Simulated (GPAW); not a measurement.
Crystal: MoSe2.

```
CELL_PARAMETERS angstrom
3.28800 0.00000 0.00000
-1.64400 2.84749 0.00000
0.00000 0.00000 12.90000
ATOMIC_POSITIONS crystal
Mo 0.66667 0.33333 0.75000
Mo 0.33333 0.66667 0.25000
Se 0.66667 0.33333 0.37500
Se 0.33333 0.66667 0.87500
Se 0.66667 0.33333 0.12500
Se 0.33333 0.66667 0.62500
```

| Item | Value |
| --- | --- |
| Program | GPAW 26.7.0 |
| Task | relaxation of cell and atoms |
| Functional | OLYP |
| Dispersion | D3(BJ) |
| Potentials or basis | PAW data sets generated in the run's folder for this functional |
| Cutoff | 600 eV |
| Basis | pw |
| k mesh | 6 × 6 × 2 |
| Occupations | fermi-dirac, width 0.05 eV |
| Spin | no spin polarisation |

At the start: pressure -4.2 GPa; volume 20.13 Å³/atom.

Problem. Where does the relaxation end?

Solution. Over 13 steps the energy falls by 74.3 meV/atom and the volume is 17.41 Å³/atom (-13.5 %); space group P6_3/mmc (No. 194, to 0.05 Å).

Step by step:
```
step  energy change (eV)  largest force (eV/Å)  pressure (GPa)  volume (Å³)
   1              0.0000                0.6103           -4.17       120.78
   2             -0.0365                0.4835           -4.52       120.33
   3             -0.2192                0.3515           -6.14       115.59
   4             -0.2591                0.4084           -5.44       113.58
   5             -0.3244                0.2252           -2.12       109.14
   6             -0.3411                0.0113           -0.38       108.10
   7             -0.3505                0.1947            0.52       107.86
   8             -0.3610                0.3138            1.03       107.62
   9             -0.3894                0.4850            1.82       106.62
  10             -0.4213                0.4836            2.07       105.04
  11             -0.4390                0.2551            1.18       104.35
  12             -0.4455                0.0377            0.08       104.49
  13             -0.4458                0.0003           -0.01       104.44
```

Final structure:
```xyz
6
Lattice="3.1723 0.0000 0.0000 -1.5861 2.7473 0.0000 0.0000 0.0000 11.9840" Properties=species:S:1:pos:R:3 pbc="T T T"
Mo    1.5861    0.9158    8.9880
Mo    0.0000    1.8315    2.9960
Se    1.5861    0.9158    4.6644
Se    0.0000    1.8315   10.6564
Se    1.5861    0.9158    1.3276
Se    0.0000    1.8315    7.3196
```

Caveat: the k mesh is coarse; later steps reuse the first step's grids; the volume moved by -14 % from the deposited cell, more than functionals usually miss.
